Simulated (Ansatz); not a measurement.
ZrN: a jump of Zr

Computed with DFT PBE, scalar-relativistic, plane waves, PAW (Ansatz). Run with 420 eV cutoff, 4×4×4 k-mesh, Gaussian smearing of 0.10 eV, no spin polarisation.

Host crystal, relaxed:

```xyz
2
Lattice="0.0000 2.2973 2.2973 2.2973 0.0000 2.2973 2.2973 2.2973 0.0000" Properties=species:S:1:pos:R:3 pbc="T T T"
Zr    2.2973    2.2973    2.2973
N     0.0000    0.0000    0.0000
```

In a supercell of 16 host sites, interstitial Zr hops to an equivalent place, moving 0.70 Å between the relaxed ends. Climbing-image nudged elastic band at fixed cell with images 0 (start) to 6 (end), the path measured over all atoms, converged to 0.05 eV/Å; the order of the saddle wasn't checked, and the small cell leaves errors of about a tenth of an eV.

Supercell rows in host cell vectors: 0 -2 2; 0 0 2; -2 0 2. Zr was set at (0.250, 0.250, 0.250) of the host cell.

At the relaxed start Zr has 3 N at 2.08 Å, 1 Zr at 2.18 Å, 1 N at 2.33 Å, 2 Zr at 2.41 Å, 1 Zr at 2.42 Å.

(1) How high is the barrier, and where does the atom pass?

## Answers

(1) 0.13 eV at image 3, where Zr has 2 N at 2.05 Å, 2 N at 2.21 Å, 2 Zr at 2.28 Å, 2 Zr at 2.42 Å.

Cost: 1 run of about 19 core-minutes, on Intel Xeon Platinum 8488C (Sapphire Rapids) (shared hosts).